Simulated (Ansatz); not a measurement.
Runs of Ansatz 0.2.0 on WS2 (Tungstenite). Symmetry: P6_3/mmc, No. 194, hexagonal system. The conventional cell has a = 3.180 Å, b = 3.180 Å, c = 12.500 Å, α = 90.00°, β = 90.00°, γ = 120.00°. Around W (site symmetry -6m2) lie 6 S at 2.41 Å. S (site symmetry 3m) has 3 W at 2.41 Å as nearest neighbours. 

```tsv
task	level	potentials or basis	cell	k mesh	cutoff (eV)	smearing	mesh quality	gap on the mesh (eV)	pressure (GPa)	largest force (eV/Å)
single point	PBE	Ansatz PAW	as given	17 × 17 × 4	420	fermi-dirac 0.05 eV	not flagged	1.04	2.3	0.13
relaxation of cell and atoms	PBE+D3(BJ)	Ansatz PAW	relaxed	10 × 10 × 3	420	fermi-dirac 0.05 eV	not flagged	(c)	0.0	-
single point	PBE	Ansatz PAW	as given	4 × 4 × 1	420	fermi-dirac 0.05 eV	coarse	1.39	(a)	0.06
Born charges and dielectric tensor	PBEsol	Ansatz PAW	as given	8 × 8 × 2	420	fixed	not flagged	(b)	-	-
```

Alike in all rows: no spin polarisation.

**Question.** Estimate the missing entries.

**Answer.** (a) 2.0; (b) 1.15; (c) 0.96.

Caveats: some runs use coarse meshes; spin-orbit coupling is left out, which moves the levels of the heavy elements; this functional lacks dispersion, which binds the layers, so the pressure and a relaxed spacing across them are unreliable (some runs); odd divisions of the mesh miss points on the zone boundary, where band edges often lie, so the gap on the mesh can be too wide (some runs); the plane-wave basis is chosen anew once the cell has moved, so the energies of steps on either side of that aren't comparable (some runs); the PAW data sets come from PBE, with cores solved anew for the run's functional, which leaves a small shift of forces and pressure (some runs).

A k mesh can miss the band edges, and the runs leave out spin-orbit coupling on W.

Not every run made on this cell is shown here.
